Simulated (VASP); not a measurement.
# Zr6C5 in VASP: a series of runs

One slab, Zr6C5, is run at these levels: PBE; tasks: single point.

Program: VASP 6.6.1. These are calculated values, not measurements. Logs are shortened: lines on timing, memory, paths and dates and some standing lists are left out, and cuts for length are marked.

## (1) Starting point

The cell holds a slab with vacuum, 11 atoms: a = 3.324 Å, b = 3.324 Å, c = 25.569 Å, α = 90.00°, β = 90.00°, γ = 120.00°.

## (2) Single point, PBE

File INCAR:

```
SYSTEM = Zr6C5
PREC = Accurate ; ENCUT = 400
EDIFF = 1E-7 ; ISMEAR = 1
SIGMA = 0.1 ; LREAL = .False.
LASPH = .True. ; NELM = 120
ALGO = Normal ; ISIF = 2
LWAVE = .False. ; LCHARG = .False.
LDIPOL = .True. ; IDIPOL = 3
DIPOL = 0.5 0.5 0.500 ; GGA = PE
NBANDS = 65 ; LVHAR = .True.
LVACPOTAV = .True.
```

File KPOINTS:

```
Automatic mesh
0
Gamma
  9 9 1
  0 0 0
```

File POSCAR:

```
Zr6C5
1.0
    3.3236988564      0.0000000000      0.0000000000
   -1.6618494282      2.8784076442      0.0000000000
    0.0000000000      0.0000000000     25.5689437615
Zr C
6 5
Direct
    0.3333333333      0.6666666667      0.2346596737
    0.0000000000      0.0000000000      0.3407958042
    0.6666666667      0.3333333333      0.4469319347
    0.3333333333      0.6666666667      0.5530680653
    0.0000000000      0.0000000000      0.6592041958
    0.6666666667      0.3333333333      0.7653403263
    0.6666666667      0.3333333333      0.2877277390
    0.3333333333      0.6666666667      0.3938638695
    0.0000000000      0.0000000000      0.5000000000
    0.6666666667      0.3333333333      0.6061361305
    0.3333333333      0.6666666667      0.7122722610
```

Potentials or basis: VASP PAW PBE potentials, release 64 (Zr_sv, C).

Run with:

```bash
$ cat potpaw_PBE.64/Zr_sv/POTCAR potpaw_PBE.64/C/POTCAR > POTCAR
$ mpirun -np 1 vasp_std > vasp.out
```

OUTCAR:

```text
SYSTEM = Zr6C5
   PREC = Accurate
   ENCUT = 400
   EDIFF = 1E-7
   ISMEAR = 1
   LREAL = .False.
   LASPH = .True.
   NELM = 120
   ISIF = 2
   GGA = PE

 Found     12 irreducible k-points:

 Following reciprocal coordinates:
            Coordinates               Weight
  0.000000  0.000000  0.000000      1.000000
  0.111111 -0.000000  0.000000      6.000000
  0.222222  0.000000  0.000000      6.000000
  0.333333 -0.000000  0.000000      6.000000
  0.444444  0.000000  0.000000      6.000000
  0.111111  0.111111  0.000000      6.000000
   k-points           NKPTS =     12   k-points in BZ     NKDIM =     12   number of bands    NBANDS=     65
   number of dos      NEDOS =    301   number of ions     NIONS =     11
   total plane-waves  NPLWV =  96768
   dimension x,y,z NGX =    24 NGY =   24 NGZ =  168
   dimension x,y,z NGXF=    48 NGYF=   48 NGZF=  336
   ions per type =               6   5
   NGX,Y,Z   is equivalent  to a cutoff of  12.00, 12.00, 10.92 a.u.
   NGXF,Y,Z  is equivalent  to a cutoff of  24.01, 24.01, 21.85 a.u.
 SYSTEM =  Zr6C5
   PREC   = accura    normal or accurate (medium, high low for compatibility)
   ISTART =      0    job   : 0-new  1-cont  2-samecut
   ICHARG =      2    charge: 1-file 2-atom 10-const
   ISPIN  =      1    spin polarized calculation?
   LNONCOLLINEAR =      F non collinear calculations
   LSORBIT =      F    spin-orbit coupling
   LASPH  =      T    aspherical Exc in radial PAW
   ENCUT  =  400.0 eV  29.40 Ry    5.42 a.u.   5.42  5.42 41.70*2*pi/ulx,y,z
   NELM   =    120;   NELMIN=  2; NELMDL= -5     # of ELM steps
   EDIFF  = 0.1E-06   stopping-criterion for ELM
   LREAL  =      F    real-space projection
   EDIFFG = 0.1E-05   stopping-criterion for IOM
   NSW    =      0    number of steps for IOM
   IBRION =     -1    ionic relax: 0-MD 1-quasi-New 2-CG
   NFREE  =      0    steps in history (QN), initial steepest desc. (CG)
   ISIF   =      2    stress and relaxation
   ISYM   =      2    0-nonsym 1-usesym 2-fastsym
   POTIM  = 0.5000    time-step for ionic-motion
   TEBEG  =    0.0;   TEEND  =   0.0 temperature during run
   PSTRESS=    0.0 pullay stress
   NELECT =      92.0000    total number of electrons
   NUPDOWN=      -1.0000    fix difference up-down
   EMIN   =  10.00;   EMAX   =-10.00  energy-range for DOS
   EFERMI =   0.00;   METHOD = LEGACY
   ISMEAR =     1;   SIGMA  =   0.10  broadening in eV -4-tet -1-fermi 0-gaus
   EFERMI_NEDOS =   21; number of points for ismear=-14 and -15
   IALGO  =     38    algorithm
   IMIX   =      4    mixing-type and parameters
     AMIX     =   0.40;   BMIX     =  1.00
     AMIX_MAG =   1.60;   BMIX_MAG =  1.00
  volume/ion in A,a.u.               =      22.24       150.07
  Fermi-wavevector in a.u.,A,eV,Ry     =   1.181703  2.233096 18.999491  1.396423
  Thomas-Fermi vector in A             =   2.317972
   LORBIT       =      0    0 simple, 1 ext, 2 COOP (PROOUT), +10 PAW based schemes
   GGA     = PE    functional components
   LHFCALC =     F    Hartree Fock is set to
   AEXX    =    0.0000 exact exchange contribution
   IVDW    =     0    specifies the selected vdW correction
   LEPSILON=     F    determine dielectric tensor
   LRPA    =     F    only Hartree local field effects (RPA)
 non-spin polarized calculation
 Methfessel and Paxton  Order N= 1 SIGMA  =   0.10
  energy-cutoff  :      400.00
  volume of cell :      244.62
 maximum number of plane-waves:      4535
 NGX is ok and might be reduce to    24
   NGX = 11   NGY = 11   NGZ = 83

 number of electron      91.9999995 magnetization

 dipolmoment           0.000000      0.000000     -0.000000 electrons x Angstroem

 Free energy of the ion-electron system (eV)
  ---------------------------------------------------
  ext. energy  EPLUGINS =         0.00000000
  ---------------------------------------------------
  free energy    TOTEN  =      -103.78261029 eV

  energy without entropy =     -103.78599708  energy(sigma->0) =     -103.78373922

 E-fermi :   4.5580     XC(G=0):  -8.3371

 val. band max:        4.5287078044   @ k =   0.0000   0.0000   0.0000
 cond. band min:       4.5647731897   @ k =   0.3333   0.1111   0.0000
 fundamental gap:      0.0360653853
 Fermi energy:         4.5579611351

 k-point     1 :       0.0000    0.0000    0.0000
  band No.  band energies     occupation
      1     -44.4963      2.00000
      2     -44.4963      2.00000
      3     -43.5795      2.00000
      4     -43.5751      2.00000
      5     -43.5078      2.00000
      6     -43.4615      2.00000
[... 50 lines left out ...]
     57       7.1474      0.00000
     58       7.1943      0.00000

 k-point     2 :       0.1111   -0.0000    0.0000
  band No.  band energies     occupation
      1     -44.4891      2.00000
      2     -44.4891      2.00000
      3     -43.5706      2.00000
      4     -43.5668      2.00000
      5     -43.4998      2.00000
      6     -43.4555      2.00000
[... 50 lines left out ...]
     57       7.3314      0.00000
     58       7.4787      0.00000

 k-point     3 :       0.2222    0.0000    0.0000
  band No.  band energies     occupation
      1     -44.4708      2.00000
      2     -44.4708      2.00000
      3     -43.5480      2.00000
      4     -43.5456      2.00000
      5     -43.4788      2.00000
      6     -43.4408      2.00000
[... 50 lines left out ...]
     57       7.5037      0.00000
     58       7.8497      0.00000

 k-point     4 :       0.3333   -0.0000    0.0000
  band No.  band energies     occupation
      1     -44.4498      2.00000
      2     -44.4498      2.00000
      3     -43.5222      2.00000
      4     -43.5212      2.00000
      5     -43.4537      2.00000
      6     -43.4254      2.00000
[... 50 lines left out ...]
     57       8.1263      0.00000
     58       8.1711      0.00000

 k-point     5 :       0.4444    0.0000    0.0000
  band No.  band energies     occupation
      1     -44.4361      2.00000
      2     -44.4361      2.00000
      3     -43.5053      2.00000
      4     -43.5051      2.00000
      5     -43.4354      2.00000
      6     -43.4170      2.00000
[... 50 lines left out ...]
     57       8.7080      0.00000
     58       8.8081      0.00000

 k-point     6 :       0.1111    0.1111    0.0000
  band No.  band energies     occupation
      1     -44.4763      2.00000
      2     -44.4763      2.00000
      3     -43.5549      2.00000
      4     -43.5520      2.00000
      5     -43.4852      2.00000
      6     -43.4452      2.00000
[... 50 lines left out ...]
     57       7.5854      0.00000
     58       7.9109      0.00000

 [... further k-points ...]

 [bands above 58 left out]

------------------------ aborting loop because EDIFF is reached ----------------------------------------

  FORCE on cell =-STRESS in cart. coord.  units (eV):
  Direction    XX          YY          ZZ          XY          YZ          ZX
  --------------------------------------------------------------------------------------
  -------------------------------------------------------------------------------------
  Total       -2.2722282     -2.2722282     -5.7805710     -0.0000000      0.0000000     -0.0000000
  in kB      -14.8824961    -14.8824961    -37.8612166     -0.0000000      0.0000000     -0.0000000
  external PRESSURE =     -22.5420696 kB  Pullay stress =       0.0000000 kB

 VOLUME and BASIS-vectors are now :
 -----------------------------------------------------------------------------
  energy-cutoff  :      400.00
  volume of cell :      244.62
      direct lattice vectors                 reciprocal lattice vectors
     3.323698856  0.000000000  0.000000000     0.300869616  0.173707154  0.000000000
    -1.661849428  2.878407644  0.000000000     0.000000000  0.347414308  0.000000000
     0.000000000  0.000000000 25.568943762     0.000000000  0.000000000  0.039109946

 POSITION                                       TOTAL-FORCE (eV/Angst)
 -----------------------------------------------------------------------------------
     -0.00000      1.91894      6.00000         0.000000      0.000000      1.571544
      0.00000      0.00000      8.71379         0.000000     -0.000000      0.439217
      1.66185      0.95947     11.42758         0.000000      0.000000     -0.014809
     -0.00000      1.91894     14.14137        -0.000000      0.000000      0.014809
      0.00000      0.00000     16.85516        -0.000000     -0.000000     -0.439217
      1.66185      0.95947     19.56894        -0.000000     -0.000000     -1.571544
      1.66185      0.95947      7.35689         0.000000     -0.000000     -1.739890
     -0.00000      1.91894     10.07068         0.000000      0.000000     -0.193742
      0.00000      0.00000     12.78447        -0.000000      0.000000      0.000000
      1.66185      0.95947     15.49826        -0.000000     -0.000000      0.193742
     -0.00000      1.91894     18.21205        -0.000000      0.000000      1.739890
 -----------------------------------------------------------------------------------
    total drift:                                0.000000     -0.000000      0.000000

  FREE ENERGIE OF THE ION-ELECTRON SYSTEM (eV)
  ---------------------------------------------------
  free  energy   TOTEN  =      -103.7826102888 eV

  energy  without entropy=     -103.7859970760  energy(sigma->0) =     -103.78373922

 vacuum level on the upper side and lower side of the slab         8.931         8.931
```

Wall time 3.4 min (1 thread of AMD EPYC 9R45 (Zen 5), shared host); peak memory 0.31 GiB.

These settings aren't checked as converged: the numbers below hold their error.

Results:

```yaml
Free_energy: -103.7826 eV
Largest_force: 1.740 eV/Å
Band_gap_on_the_k_mesh: none (metal or under the smearing width)
Work_function_of_the_upper_face: 4.37 eV
Work_function_of_the_lower_face: 4.37 eV
```

Caveat: the cutoff is under 1.25 times the usual one of these potentials, so pressure, stress and relaxed cells hold a basis-set (Pulay) error.

## (3) Single point, PBE

This run uses another cell than the first one, of 18.76 Å³/atom, 0.844 times its volume.

Changes to INCAR since step 2:

```diff
@@ -1,3 +1,3 @@
 SYSTEM = Zr6C5
-PREC = Accurate ; ENCUT = 400
+PREC = Accurate ; ENCUT = 460
 EDIFF = 1E-7 ; ISMEAR = 1
```

File KPOINTS:

```
Automatic mesh
0
Gamma
  11 11 1
  0 0 0
```

File POSCAR:

```
Zr6C5
1.0
    3.3236988564      0.0000000000      0.0000000000
   -1.6618494282      2.8784076442      0.0000000000
    0.0000000000      0.0000000000     21.5689437615
Zr C
6 5
Direct
    0.3333333333      0.6666666667      0.1854518257
    0.0000000000      0.0000000000      0.3112710954
    0.6666666667      0.3333333333      0.4370903651
    0.3333333333      0.6666666667      0.5629096349
    0.0000000000      0.0000000000      0.6887289046
    0.6666666667      0.3333333333      0.8145481743
    0.6666666667      0.3333333333      0.2483614606
    0.3333333333      0.6666666667      0.3741807303
    0.0000000000      0.0000000000      0.5000000000
    0.6666666667      0.3333333333      0.6258192697
    0.3333333333      0.6666666667      0.7516385394
```

Potentials or basis: VASP PAW PBE potentials, release 64 (Zr_sv, C).

Run with:

```bash
$ cat potpaw_PBE.64/Zr_sv/POTCAR potpaw_PBE.64/C/POTCAR > POTCAR
$ mpirun -np 1 vasp_std > vasp.out
```

Run time: 4 min. Hardware: 1 thread of AMD EPYC 9R45 (Zen 5), shared host; peak memory 0.32 GiB.

These settings aren't checked as converged: the numbers below hold their error.

What came out:

```
Free energy            : -103.7557 eV
Largest force          : 1.720 eV/Å
Band gap on the k mesh : none (metal or under the smearing width)
```

Caveat: the cutoff is under 1.25 times the usual one of these potentials, so pressure, stress and relaxed cells hold a basis-set (Pulay) error.
